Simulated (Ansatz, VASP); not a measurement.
# Se: VASP beside Ansatz

```
Se
1.0
     4.35517    0.00000    0.00000
    -2.17758    3.77169    0.00000
     0.00000    0.00000    4.85046
Se
3
Cartesian
  0.9451 0.0000 0.8084
  -0.4725 0.8185 4.0421
  1.7050 2.9532 2.4252
```

Change from the starting cell: zz strain of -2 %, crystal datasets.

Alike in both runs: task electric field gradients; functional PBEsol; k mesh 8 × 8 × 6; occupations fermi-dirac, width 0.02 eV; no spin polarisation.

```csv
,VASP,Ansatz
version,VASP 6.6.1,Ansatz 0.2.0
potentials or method,"VASP PAW PBE potentials, release 64 (Se), cutoff 520 eV","all-electron PAW with datasets made for the crystal, scalar-relativistic"
```

VASP gave:

| Item | Value |
| --- | --- |
| gap on the k mesh at the Fermi level (eV) | 1.21 |
| pressure (GPa) | 5.1 |
| largest component of the traceless stress (GPa) | 2.81 |
| rms of the force components (eV/Å) | 0.807 |
| Vzz of the field gradient on the site that differs most (V/Å²) | -477.0 |

Task: What did Ansatz give for the same quantities?

Result: gap on the k mesh at the Fermi level (eV): 1.23; pressure (GPa): 4.8; largest component of the traceless stress (GPa): 2.68; rms of the force components (eV/Å): 0.764; Vzz of the field gradient on the site that differs most (V/Å²): -501.0.

Atom by atom the forces differ by 0.042 eV/Å (rms over components). Ansatz ran all-electron here, so the differences hold the error of VASP's frozen core and of both bases.

Caveats: the PAW data sets were made with another functional, which shifts forces and pressure a little (VASP). A k mesh can miss the band edges.
